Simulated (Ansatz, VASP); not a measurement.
# Al: VASP beside Ansatz

The input INCAR:

```
SYSTEM = Al
PREC     = Accurate       ! precision mode
ENCUT    = 520            ! plane-wave cutoff, eV
EDIFF    = 1E-7           ! SCF threshold, eV
ISMEAR   = 0              ! smearing method
SIGMA    = 0.1            ! smearing width, eV
LREAL    = .False.        ! projectors in reciprocal space
LASPH    = .True.         ! aspherical terms in the spheres
NELM     = 100            ! most SCF steps
ALGO     = Normal         ! electronic algorithm
ISIF     = 2              ! what is computed and relaxed
LWAVE    = .False.        ! write WAVECAR
LCHARG   = .False.        ! write CHGCAR
GGA      = PS             ! functional
NBANDS   = 10             ! bands
```

The input KPOINTS:

```
regular mesh
0
Gamma
  18 18 10
  0 0 0
```

File POSCAR:

```
Al
1.0
    2.8505492336      0.0000000000      0.0000000000
   -1.4252746168      2.4686480510      0.0000000000
    0.0000000000      0.0000000000      4.6371422547
Al
2
Direct
    0.3333333333      0.6666666667      0.2500000000
    0.6666666667      0.3333333333      0.7500000000
```

Input for Ansatz:

```yaml
crystal:
  lattice:
    - [2.8505492336, 0.0, 0.0]
    - [-1.4252746168, 2.468648051, 0.0]
    - [0.0, 0.0, 4.6371422547]
  atoms:
    - { symbol: Al, position: [0.3333333333, 0.6666666667, 0.25] }
    - { symbol: Al, position: [0.6666666667, 0.3333333333, 0.75] }
basis:
  ecutwfc: 600.0
kpoints:
  mp_grid: { grid: [18, 18, 10] }
hamiltonian:
  xc: pbesol
scf:
  occupations: { method: gaussian, width: 0.1 }
output:
  forces: true
  stress: true
  eigenvalues: true
```

Alike in both runs: task single point; functional PBEsol; k mesh 18 × 18 × 10; occupations gaussian, width 0.1 eV; no spin polarisation.

|  | VASP | Ansatz |
| --- | --- | --- |
| version | VASP 6.6.1 | Ansatz 0.2.0 |
| potentials or method | VASP PAW PBE potentials, release 64 (Al) | scalar-relativistic, plane waves, PAW |
| plane-wave cutoff (eV) | 520 | 600 |
| valence electrons in the cell | 6 | 6 |

|  | VASP | Ansatz | Ansatz less VASP |
| --- | --- | --- | --- |
| gap on the k mesh at the Fermi level (eV) | none | none | - |
| pressure (GPa) | 0.0 | 0.0 | -0.07 |

A gap of «none» marks a metal or a gap that the smearing closes.

Caveats: the PAW data sets were made with another functional, which shifts forces and pressure a little (VASP).
